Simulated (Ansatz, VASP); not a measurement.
Co: VASP beside Ansatz

The input INCAR:

```
ALGO     = Normal         # electronic algorithm
EDIFF    = 1E-6           # SCF threshold, eV
ENCUT    = 520            # plane-wave cutoff, eV
GGA      = PS             # functional
ISIF     = 2              # what is computed and relaxed
ISMEAR   = -1             # smearing method
LASPH    = T              # aspherical terms in the spheres
LCHARG   = F              # write CHGCAR
LREAL    = F              # projectors in reciprocal space
LWAVE    = F              # write WAVECAR
NBANDS   = 10             # bands
NELM     = 60             # most SCF steps
PREC     = Accurate       # precision mode
SIGMA    = 0.1            # smearing width, eV
```

File KPOINTS:

```
k-points
0
Gamma
  26 26 26
```

POSCAR

```
Co
1.0
   -1.3258590084      1.3258590084      1.3258590084
    1.3258590084     -1.3258590084      1.3258590084
    1.3258590084      1.3258590084     -1.3258590084
Co
1
Direct
    0.0000000000      0.0000000000      0.0000000000
```

Input for Ansatz:

```yaml
crystal:
  lattice:
    - [-1.3258590084, 1.3258590084, 1.3258590084]
    - [1.3258590084, -1.3258590084, 1.3258590084]
    - [1.3258590084, 1.3258590084, -1.3258590084]
  atoms:
    - { symbol: Co, position: [0.0, 0.0, 0.0] }
hamiltonian:
  xc: pbesol
  pseudopotentials:
    kind: paw
    azcp:
      Co: "pseudopotentials/Co.paw.azcp"
basis:
  ecutwfc: 420
  fft_grid_basis: typed
kpoints:
  mp_grid: { grid: [26, 26, 26], shift: [0, 0, 0] }
magnetization:
  spin_polarized: false
scf:
  occupations: { method: fermi_dirac, width: 0.1 }
output:
  stress: true
  write_density: true
  write_potential: true
  elf: true
  volumetric_format: npy
```

Alike in both runs: task single point; functional PBEsol; k mesh 26 × 26 × 26; occupations fermi-dirac, width 0.1 eV; no spin polarisation.

|  | VASP | Ansatz |
| --- | --- | --- |
| version | VASP 6.6.1 | Ansatz 0.2.0 |
| potentials or method | VASP PAW PBE potentials, release 64 (Co) | plane waves (420 eV) with PAW, scalar-relativistic |
| plane-wave cutoff (eV) | 520 | 420 |
| valence electrons in the cell | 9 | 17 |

|  | VASP | Ansatz | Ansatz less VASP |
| --- | --- | --- | --- |
| pressure (GPa) | 25.8 | 27.2 | +1.47 |

The two sets of potentials don't hold the same shells in valence. Ansatz warned: «pseudo_functional_mismatch».

Caveats: so large a pressure means that the cell lies far from this level's equilibrium, or that cutoff or potentials fall short (VASP); the potentials were made for another functional, which shifts forces and pressure (VASP); the run has no spin polarisation, though such a crystal can be magnetic. Spin polarisation is off, so any magnetic state and its effect on volume and gap are missing.
